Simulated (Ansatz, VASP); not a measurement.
## Ta2N: VASP beside Ansatz

```
Ta N
1.0
     3.11286    0.00000    0.00000
    -1.55643    2.69582    0.00000
     0.00000    0.00000    4.86984
Ta N
2 1
Direct
  0.33333 0.66667 0.25471
  0.66667 0.33333 0.74529
  0.00000 0.00000 0.00000
```

The cell comes from a database or a generator and needn't be the stable form of this composition.

Alike in both runs: task single point; functional LDA; k mesh 10 × 10 × 6; occupations fermi-dirac, width 0.05 eV; no spin polarisation.

```csv
,VASP,Ansatz
version,VASP 6.6.1,Ansatz 0.2.0
potentials or method,"VASP PAW LDA potentials, release 64 (Ta_pv, N)",Ansatz PAW
plane-wave cutoff (eV),520,420
valence electrons in the cell,27,31
```

VASP gave:

| Property | Result |
| --- | --- |
| gap on the k mesh at the Fermi level (eV) | none |
| pressure (GPa) | -13.2 |
| largest component of the traceless stress (GPa) | 0.09 |
| rms of the force components (eV/Å) | 0.191 |

Estimate Ansatz's values.

gap on the k mesh at the Fermi level (eV): none; pressure (GPa): -14.5; largest component of the traceless stress (GPa): 0.16; rms of the force components (eV/Å): 0.210.

Atom by atom the forces differ by 0.019 eV/Å (rms over components). A gap of «none» marks a metal or a gap that the smearing closes. The two sets of potentials don't hold the same shells in valence.

Caveats: the pressure holds a Pulay correction of +0.3 GPa for the finite cutoff (Ansatz); the PAW data sets come from PBE, with cores solved anew for the run's functional, which leaves a small shift of forces and pressure (Ansatz). The runs have no spin-orbit coupling, so splittings on Ta are missing.
